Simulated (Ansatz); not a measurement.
Calculated with Ansatz (gas phase, PBE0-D4/def2-TZVP geometries, no zero-point term in ΔE). CBS: MP2 limit from def2 TZ/QZ plus the TZ coupled-cluster correction, frozen cores. DFT in def2-TZVPP. B3LYP here is the variant with VWN-RPA as its local correlation; programs differ in this. Each species was taken in one conformer, which may not be the lowest.

Reaction (formal exchange of groups at the Si–C bond): `C#C[SiH2][CH](F)[AlH2]` + `CC(=O)O` → `C#C[SiH2]C(=O)O` + `C[CH](F)[AlH2]`

CCSD(T)/CBS gives +13.1 kcal/mol.

(1) Another level gave +9.7 kcal/mol. Which?
A. B3LYP/def2-TZVPP
B. r2SCAN/def2-TZVPP
C. B2PLYP/def2-TZVPP
D. MP2/def2-TZVPP

Largest T1 diagnostic among the species: 0.016.

## Answers

(1) A. B3LYP 9.7, B2PLYP 10.9, MP2/def2-TZVPP 13.4, r2SCAN 14.9 kcal/mol.

From PBE to PBE0 (25 % exact exchange), in def2-TZVPP and without D4, ΔE moves by +1.6 kcal/mol. The D4 term adds +2.1 kcal/mol with B3LYP and +1.1 kcal/mol with PBE0; it sums over pairs of atoms, weighted by their polarisabilities, and B3LYP, whose exchange is more repulsive, gets the larger term.

CCSD(T)/CBS has its own doubt, a few kJ/mol and more with outer-core shells, so smaller differences from it don't rank the levels.
